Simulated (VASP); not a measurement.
# Sb (Im-3m) in VASP: further runs, part 2 of 2

VASP 6.6.1. Earlier steps stand in the parts before.

### 4 Single point, HSE06+TS-HI

POSCAR reads:

```
Sb
3.2413
   -0.577342697776      0.577342697776      0.577342697776
    0.577342697776     -0.577342697776      0.577342697776
    0.577342697776      0.577342697776     -0.577342697776
Sb
1
Direct
    0.0000000000      0.0000000000      0.0000000000
```

INCAR.step1 reads:

```
SYSTEM = Sb
ALGO = Normal ; EDIFF = 1E-5
ENCUT = 520 ; GGA = PE
ISIF = 2 ; ISMEAR = 1
LASPH = .TRUE. ; LCHARG = .FALSE.
LREAL = .FALSE. ; LWAVE = .TRUE.
NELM = 60 ; PREC = Accurate
SIGMA = 0.1
```

INCAR.step2 reads:

```
SYSTEM = Sb
ALGO = Normal ; EDIFF = 1E-6
ENCUT = 520 ; GGA = PE
HFSCREEN = 0.2 ; ISIF = 2
ISMEAR = 1 ; ISTART = 1
IVDW = 21 ; LASPH = .TRUE.
LCHARG = .FALSE. ; LHFCALC = .TRUE.
LREAL = .FALSE. ; LWAVE = .FALSE.
NELM = 60 ; PREC = Accurate
PRECFOCK = Normal ; SIGMA = 0.1
```

KPOINTS reads:

```
k-points
0
G
  5 5 5
  0 0 0
```

The run is started by

```console
$ cat potpaw_PBE.64/Sb/POTCAR > POTCAR
$ cp INCAR.step1 INCAR
$ mpirun -np 1 vasp_std > vasp.out
$ cp INCAR.step2 INCAR
$ mpirun -np 1 vasp_std > vasp.out
```

It took 4.8 min on 1 thread of AMD EPYC, shared host; peak memory 0.21 GiB.

It converged, with:

```yaml
Free_energy: -4.9779 eV
Pressure: -3.7 GPa
Band_gap_on_the_k_mesh: none (metal or under the smearing width)
Dispersion_energy_per_atom: -0.244 eV
```

Levels at points of the mesh, in eV from the Fermi level:
```
           k point  band 1  band 2  band 3  band 4  band 5
(0.00, 0.00, 0.00)  -14.69    6.34    6.34    6.34   11.20
```

Caveat: the k mesh is coarse (spacing up to 0.47 Å⁻¹), so the values aren't converged, least of all with exact exchange; the PAW data sets were made with another functional, which shifts forces and pressure a little; pairwise dispersion overbinds metals, which lowers pressure and volume.

### 5 Relaxation of cell and atoms, r2SCAN

INCAR reads:

```
PREC     = Accurate       # precision mode
ENCUT    = 600            # plane-wave cutoff, eV
EDIFF    = 1E-6           # SCF threshold, eV
ISMEAR   = 0              # smearing method
SIGMA    = 0.05           # smearing width, eV
LREAL    = F              # projectors in reciprocal space
LASPH    = T              # aspherical terms in the spheres
NELM     = 100            # most SCF steps
ALGO     = Normal         # electronic algorithm
ISIF     = 3              # what is computed and relaxed
LWAVE    = F              # write WAVECAR
LCHARG   = F              # write CHGCAR
METAGGA  = R2SCAN         # meta-GGA
LMIXTAU  = T            
IBRION   = 2              # ionic algorithm
NSW      = 60             # ionic steps
EDIFFG   = -0.005         # ionic threshold
```

KPOINTS reads:

```
regular mesh
0
Gamma
  10 10 10
```

POSCAR reads:

```
Sb
1.0
   -1.8713408863      1.8713408863      1.8713408863
    1.8713408863     -1.8713408863      1.8713408863
    1.8713408863      1.8713408863     -1.8713408863
Sb
1
Direct
    0.0000000000      0.0000000000      0.0000000000
```

The run is started by

```console
$ cat potpaw_PBE.64/Sb/POTCAR > POTCAR
$ mpirun -np 1 vasp_std > vasp.out
```

It took 74 s on 1 thread of AMD EPYC 9R45 (Zen 5), shared host; peak memory 0.14 GiB.

The run converged. Its results:

| Item | Value |
| --- | --- |
| Free energy | -25.3334 eV |
| Relaxed volume | 27.18 Å³/atom |
| Relaxed cell | a = 3.281 Å, b = 3.281 Å, c = 3.281 Å, α = 109.47°, β = 109.47°, γ = 109.47° |
| Space group after relaxing (to 0.05 Å) | Im-3m (No. 229) |
| Energy gained by relaxing | 7.1 meV/atom |
| Ionic steps | 3 |
| Pressure after relaxing | 0.0 GPa |
| Band gap on the k mesh | none (metal or under the smearing width) |

Step by step:
```csv
step,energy change (eV),largest force (eV/Å),pressure (GPa),volume (Å³)
1,0.0000,0.0000,2.41,26.21
2,-0.0048,0.0000,-1.42,27.74
3,-0.0071,0.0000,-0.01,27.18
```

Final structure:
```
CELL_PARAMETERS angstrom
-1.89400 1.89400 1.89400
1.89400 -1.89400 1.89400
1.89400 1.89400 -1.89400
ATOMIC_POSITIONS crystal
Sb 0.00000 0.00000 0.00000
```

Levels at points of the mesh, in eV from the Fermi level:
| k point | band 1 | band 2 | band 3 | band 4 | band 5 | band 6 |
| --- | --- | --- | --- | --- | --- | --- |
| (0.00, 0.00, 0.00) | -13.36 | 5.72 | 5.72 | 5.72 | 10.95 | 10.95 |
| (0.50, 0.00, 0.00) | -9.11 | -5.80 | 1.69 | 4.02 | 7.01 | 7.27 |
| (0.50, 0.50, 0.50) | -5.64 | -2.16 | -2.16 | -2.16 | 3.42 | 3.42 |

Caveat: the PAW data sets were made with another functional, which shifts forces and pressure a little. The run has no spin-orbit coupling, so splittings on Sb are missing.

### 6 Relaxation of cell and atoms, LAK

INCAR reads:

```
  PREC = Accurate
  ENCUT = 600
  EDIFF = 1E-6
  ISMEAR = 0
  SIGMA = 0.05
  LREAL = F
  LASPH = T
  NELM = 80
  ALGO = Normal
  ISIF = 3
  LWAVE = F
  LCHARG = F
  METAGGA = LAK
  LMIXTAU = T
  IBRION = 2
  NSW = 60
  EDIFFG = -0.005
```

KPOINTS reads:

```
Automatic mesh
0
Gamma
  10 10 10
```

POSCAR is that of step 5.

Potentials or basis: VASP PAW PBE potentials, release 64 (Sb).

The run is started by

```console
$ cat potpaw_PBE.64/Sb/POTCAR > POTCAR
$ mpirun -np 1 vasp_std > vasp.out
```

It took 3.7 min on 1 thread of AMD EPYC 9R45 (Zen 5), shared host; peak memory 0.15 GiB.

The run converged. Its results:

* Free energy: 29.4130 eV
* Relaxed volume: 29.06 Å³/atom
* Relaxed cell: a = 3.354 Å, b = 3.354 Å, c = 3.354 Å, α = 109.47°, β = 109.47°, γ = 109.47°
* Space group after relaxing (to 0.05 Å): Im-3m (No. 229)
* Energy gained by relaxing: 51.1 meV/atom
* Ionic steps: 17
* Pressure after relaxing: 0.0 GPa
* Band gap on the k mesh: none (metal or under the smearing width)

Step by step:
| step | energy change (eV) | largest force (eV/Å) | pressure (GPa) | volume (Å³) |
| --- | --- | --- | --- | --- |
| 1 | 0.0000 | 0.0000 | 6.20 | 26.21 |
| 2 | -0.0445 | 0.0000 | -1.67 | 30.26 |
| 3 | -0.0510 | 0.0000 | -0.05 | 29.09 |
| 4 | -0.0510 | 0.0000 | 0.06 | 29.03 |
| 5 | -0.0510 | 0.0000 | 0.06 | 29.03 |
| 6 | -0.0510 | 0.0000 | 0.06 | 29.03 |
| 7 | -0.0510 | 0.0000 | 0.06 | 29.03 |
| 8 | -0.0510 | 0.0000 | 0.06 | 29.03 |
| 9 | -0.0510 | 0.0000 | 0.06 | 29.03 |
| 10 | -0.0510 | 0.0000 | 0.06 | 29.03 |
| 11 | -0.0510 | 0.0000 | 0.06 | 29.03 |
| 12 | -0.0510 | 0.0000 | 0.06 | 29.03 |
| 13 | -0.0510 | 0.0000 | 0.05 | 29.03 |
| 14 | -0.0510 | 0.0000 | 0.05 | 29.03 |
| 15 | -0.0510 | 0.0000 | 0.05 | 29.04 |
| 16 | -0.0511 | 0.0000 | 0.04 | 29.04 |
| 17 | -0.0511 | 0.0000 | 0.01 | 29.06 |

Final structure:
```xyz
1
Lattice="-1.9367 1.9367 1.9367 1.9367 -1.9367 1.9367 1.9367 1.9367 -1.9367" Properties=species:S:1:pos:R:3 pbc="T T T"
Sb    0.0000    3.8734    0.0000
```

Levels at points of the mesh, in eV from the Fermi level:
| k point | band 1 | band 2 | band 3 | band 4 | band 5 | band 6 |
| --- | --- | --- | --- | --- | --- | --- |
| (0.00, 0.00, 0.00) | -12.97 | 5.35 | 5.35 | 5.35 | 10.78 | 10.78 |
| (0.50, 0.00, 0.00) | -9.06 | -5.45 | 1.55 | 3.91 | 6.91 | 7.21 |
| (0.50, 0.50, 0.50) | -5.88 | -2.08 | -2.08 | -2.08 | 3.66 | 3.66 |

Caveat: the PAW data sets were made with another functional, which shifts forces and pressure a little.

### 7 Summary

| task | level | cell | k mesh | cutoff (eV) | smearing | optimiser | grid for exact exchange (PRECFOCK) | screening parameter | other keys | mesh quality | gap on the mesh (eV) | pressure (GPa) | relaxed volume (Å³/atom) |
| --- | --- | --- | --- | --- | --- | --- | --- | --- | --- | --- | --- | --- | --- |
| single point | PBE | as given | 10 × 10 × 10 | 520 | gaussian 0.1 eV | - | - | - | - | not flagged | none | 3.1 | - |
| relaxation of cell and atoms | BEEF-vdW | relaxed | 10 × 10 × 10 | 600 | fermi-dirac 0.05 eV | LBFGS | - | - | several, not listed | not flagged | none | 0.0 | 27.98 |
| single point | HSE06+TS-HI | as given | 5 × 5 × 5 | 520 | methfessel-paxton 0.1 eV | - | Normal | 0.2 1/A | ISMEAR = 1; SIGMA = 0.1 | coarse | none | -3.7 | - |
| relaxation of cell and atoms | r2SCAN | relaxed | 10 × 10 × 10 | 600 | gaussian 0.05 eV | - | - | - | - | not flagged | none | 0.0 | 27.18 |
| relaxation of cell and atoms | LAK | relaxed | 10 × 10 × 10 | 600 | gaussian 0.05 eV | - | - | - | - | not flagged | none | 0.0 | 29.06 |

Alike in all rows: potentials or basis VASP PAW PBE potentials, release 64 (Sb); no spin polarisation.

Caveats: some runs use coarse meshes; the PAW data sets were made with another functional, which shifts forces and pressure a little (some runs); pairwise dispersion overbinds metals, which lowers pressure and volume (some runs).

Absolute energies hang on the potentials; compare differences alone.
